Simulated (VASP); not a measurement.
Crystal: Br.

```
Br
1.0
     4.59764    0.00000    0.00000
     0.00000    4.59764    0.00000
     0.00000    0.00000    4.59764
Br
3
Direct
  0.50000 0.00000 0.00000
  0.00000 0.50000 0.00000
  0.00000 0.00000 0.50000
```

* Program: VASP 6.6.1
* Task: relaxation of cell and atoms
* Functional: r2SCAN
* Potentials or basis: VASP PAW PBE potentials, release 64 (Br)
* Cutoff: 600 eV
* k mesh: 5 × 5 × 5
* Occupations: fermi-dirac, width 0.02 eV
* Spin: no spin polarisation

At the start: pressure -1.1 GPa; volume 32.40 Å³/atom.

Q: How do energy, volume and symmetry change on relaxing?

A: Over 3 steps the energy falls by 5.3 meV/atom and the volume is 30.99 Å³/atom (-4.3 %); space group Pm-3m (No. 221, to 0.05 Å).

The path:
| step | energy change (eV) | largest force (eV/Å) | pressure (GPa) | volume (Å³) |
| --- | --- | --- | --- | --- |
| 1 | 0.0000 | 0.0000 | -1.13 | 97.19 |
| 2 | -0.0147 | 0.0000 | -0.32 | 94.01 |
| 3 | -0.0158 | 0.0000 | -0.02 | 92.98 |

Final structure:
```
CELL_PARAMETERS angstrom
4.53031 0.00000 0.00000
0.00000 4.53031 0.00000
0.00000 0.00000 4.53031
ATOMIC_POSITIONS crystal
Br 0.50000 0.00000 0.00000
Br 0.00000 0.50000 0.00000
Br 0.00000 0.00000 0.50000
```

Caveat: the PAW data sets were made with another functional, which shifts forces and pressure a little; an odd number of electrons without spin polarisation forces a metal; a magnetic or distorted state may lie lower.
